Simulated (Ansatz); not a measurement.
# SiO2: the cost of one run

Method: DFT PBE, scalar-relativistic, plane waves, PAW, in Ansatz 0.2.0.

## (1) The starting structure

The cell holds 21 atoms (O14Si7): a = 6.651 Å, b = 7.206 Å, c = 6.939 Å, α = 92.65°, β = 91.55°, γ = 95.07°.

It is the last frame of an earlier stage of the same melt, run at 300 K.

The coordinates stand in the first input below.

## (2) Relaxation without symmetry, coarse mesh

Cell and atoms move without symmetry, on a coarse mesh with loose thresholds.

The input, input.yaml:

```yaml
crystal:
  lattice:
    - [6.642891, -0.307238, -0.095395]
    - [-0.307238, 7.197971, -0.165823]
    - [-0.095395, -0.165823, 6.936323]
  atoms:
    - { symbol: Si, position: [0.6522759281, 0.2902889927, 0.2702683244] }
    - { symbol: Si, position: [0.2980812018, 0.4451004151, 0.0145744528] }
    - { symbol: Si, position: [0.7828123477, 0.7120769242, 0.356168131] }
    - { symbol: Si, position: [0.0833069354, 0.1619666582, 0.6890654456] }
    - { symbol: Si, position: [0.6396197026, 0.0514111617, 0.6229889046] }
    - { symbol: Si, position: [0.0754138794, 0.1491135575, 0.2364190271] }
    - { symbol: Si, position: [0.3048728448, 0.9029794842, 0.9181098155] }
    - { symbol: O, position: [0.1091919662, 0.9439595167, 0.771841334] }
    - { symbol: O, position: [0.2218199625, 0.3251411125, 0.8083350715] }
    - { symbol: O, position: [0.9223460291, 0.8159068606, 0.2139663595] }
    - { symbol: O, position: [0.3176962784, 0.6752005194, 0.9663071651] }
    - { symbol: O, position: [0.2523459627, 0.0212818972, 0.1321339807] }
    - { symbol: O, position: [0.542989633, 0.1756938248, 0.4431602467] }
    - { symbol: O, position: [0.8399925739, 0.1841069587, 0.7007933251] }
    - { symbol: O, position: [0.138709273, 0.1557789713, 0.4659437161] }
    - { symbol: O, position: [0.5098957719, 0.3682643095, 0.0908811869] }
    - { symbol: O, position: [0.1321871153, 0.3725479235, 0.1637602379] }
    - { symbol: O, position: [0.6721070683, 0.8374770406, 0.5310534271] }
    - { symbol: O, position: [0.8308186908, 0.1611054904, 0.19117919] }
    - { symbol: O, position: [0.5122828641, 0.0030372011, 0.823643263] }
    - { symbol: O, position: [0.7366120978, 0.4917490201, 0.3705996797] }
  symmetry: { detect: false }
basis:
  ecutwfc: 420
kpoints:
  mp_grid: { grid: [2, 2, 2], shift: [0.5, 0.5, 0.5] }
hamiltonian:
  xc: pbe
scf:
  occupations: { method: gaussian, width: 0.1 }
  lower_state_search: "off"
output:
  forces: true
  stress: true
  eigenvalues: true
relax:
  adjacent_minimum: "off"
  f_tol: 0.04
  max_steps: 70
  cell: { stress_tol: 0.3 }
```

The run is started by

```sh
> ansatz run input.yaml --threads 2 --pin off --max-ram 5120MiB --backend cpu --events-out ev --progress --plain --runs-dir out
```

What time and memory should one allow on 2 threads of Arm Neoverse V2, shared host?

About 71 s, with a peak of 0.58 GiB.
